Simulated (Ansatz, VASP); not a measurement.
# LiF: VASP beside Ansatz

The input INCAR:

```
ALGO = Fast
EDIFF = 1E-6
ENCUT = 520
GGA = PS
ISIF = 2
ISMEAR = 0
LASPH = True
LCHARG = False
LREAL = False
LWAVE = False
NBANDS = 18
NELM = 80
PREC = Accurate
SIGMA = 0.05
```

Contents of KPOINTS:

```
k-points
0
Gamma
  9 9 6
```

Contents of POSCAR:

```
LiF
1.0
    3.0609398175      0.0000000000      0.0000000000
   -1.5304699087      2.6508516414      0.0000000000
    0.0000000000      0.0000000000      4.8073245700
Li F
2 2
Direct
    0.3333333333      0.6666666667      0.3811542600
    0.6666666667      0.3333333333      0.8811542600
    0.3333333333      0.6666666667      0.9314389667
    0.6666666667      0.3333333333      0.4314389667
```

Input for Ansatz:

```yaml
crystal:
  lattice:
    - [3.0609398175, 0.0, 0.0]
    - [-1.5304699087, 2.6508516414, 0.0]
    - [0.0, 0.0, 4.80732457]
  atoms:
    - { symbol: Li, position: [0.3333333333, 0.6666666667, 0.38115426] }
    - { symbol: Li, position: [0.6666666667, 0.3333333333, 0.88115426] }
    - { symbol: F, position: [0.3333333333, 0.6666666667, 0.9314389667] }
    - { symbol: F, position: [0.6666666667, 0.3333333333, 0.4314389667] }
basis:
  ecutwfc: 420
kpoints:
  mp_grid: { grid: [9, 9, 6] }
hamiltonian:
  xc: pbesol
scf:
  occupations: { method: gaussian, width: 0.05 }
output:
  forces: true
  stress: true
  eigenvalues: true
```

Change from the starting cell: all F atoms moved -0.300 Å, as atom 3 along Cartesian [0 0 1].

Alike in both runs: task single point; functional PBEsol; k mesh 9 × 9 × 6; occupations gaussian, width 0.05 eV; no spin polarisation.

|  | VASP | Ansatz |
| --- | --- | --- |
| version | VASP 6.6.1 | Ansatz 0.2.0 |
| potentials or method | VASP PAW PBE potentials, release 64 (Li_sv, F) | scalar-relativistic, plane waves, PAW |
| plane-wave cutoff (eV) | 520 | 420 |
| valence electrons in the cell | 20 | 20 |

VASP gave:

```
gap on the k mesh at the Fermi level (eV) : 7.48
least direct gap on the mesh (eV)         : 7.48
rms of the force components (eV/Å)        : 0.172
```

Q: Estimate Ansatz's values.

A: gap on the k mesh at the Fermi level (eV): 7.49; least direct gap on the mesh (eV): 7.49; rms of the force components (eV/Å): 0.164.

Atom by atom the forces differ by 0.008 eV/Å (rms over components). With one functional, cell and mesh, what is left measures potentials, basis and numerics.

Caveats: the PAW data sets were made with another functional, which shifts forces and pressure a little (VASP); an odd mesh through Γ misses points on the zone boundary, where band edges often lie.
